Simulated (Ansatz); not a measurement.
Na₂S (Fm-3m) from a database of computed structures (r2SCAN geometry), in Ansatz:

```cif
data_structure
_symmetry_space_group_name_H-M 'Fm-3m'
_symmetry_Int_Tables_number 225
_cell_length_a 6.5109
_cell_length_b 6.5109
_cell_length_c 6.5109
_cell_angle_alpha 90.000
_cell_angle_beta 90.000
_cell_angle_gamma 90.000
_cell_volume 276.01
loop_
_atom_site_label
_atom_site_type_symbol
_atom_site_symmetry_multiplicity
_atom_site_Wyckoff_symbol
_atom_site_fract_x
_atom_site_fract_y
_atom_site_fract_z
_atom_site_occupancy
Na1 Na 8 c 0.25000 0.75000 0.75000 1
S1 S 4 a 0.00000 0.00000 0.00000 1
```

G0W0@PBE with 511 empty bands, a screening cutoff of 220 eV and a 6×6×6 mesh (PAW, contour deformation) gives 4.218 eV over the mesh points, from a PBE gap of 2.534 eV; it sums over 523 bands with 531 plane waves in the screening and a wave cutoff of 420 eV. No extrapolation in bands, cutoff or mesh was made for G0W0. Calculated for a static, non-magnetic cell.

Q: Estimate the gap with potentials of the kind norm-conserving, with them a wave cutoff of 1197 eV.

A: 4.195 eV (-0.023 eV), from a Kohn-Sham gap of 2.534 eV.

Q: Estimate the gap with frequency model Godby-Needs pole.

A: 4.226 eV (+0.008 eV), from a Kohn-Sham gap of 2.534 eV.

Q: Estimate the gap with starting point r2SCAN, with them a wave cutoff of 500 eV.

A: 4.595 eV (+0.377 eV), from a Kohn-Sham gap of 3.088 eV.

Q: Estimate the gap with starting point HSE06.

A: 4.834 eV (+0.616 eV), from a Kohn-Sham gap of 3.526 eV.
